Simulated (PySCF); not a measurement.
Atom-mapped SMILES (the numbers label the heavy atoms): `[cH:1]1[cH:2][n:3][nH:4][cH:5]1`. Each H is labelled by its parent atom.

GIAO PBE0/pcSseg-1 shifts (PySCF 2.14.0 with density-fitted response routines, gas phase, non-relativistic, equivalent atoms averaged), each against references optimised in the same way as the molecule (TMS, NH3).

On the GFN2-xTB geometry: C2 142.8, C5 130.3, C1 110.3, N3 342.5, N4 221.3, H(N4) 9.56, H(C2) 7.73, H(C5) 7.48, H(C1) 6.47 ppm.

What changes on the PBE0-D3(BJ)/def2-SVP geometry?

Results:


```tsv
atoms	δ (ppm)	change
C2	142.6	-0.2
C5	129.5	-0.8
C1	110.0	-0.3
N3	339.4	-3.1
N4	220.8	-0.5
H(N4)	9.12	-0.44
H(C2)	7.56	-0.17
H(C5)	7.39	-0.09
H(C1)	6.41	-0.06
```

Bonds between heavy atoms that differ most (equivalent bonds averaged): C1–C2 1.403 → 1.413 Å, C2–N3 1.317 → 1.326 Å, C5–C1 1.374 → 1.381 Å, N4–C5 1.349 → 1.353 Å. Mean change of bonds to hydrogen: C–H +0.017 Å, N–H +0.004 Å.
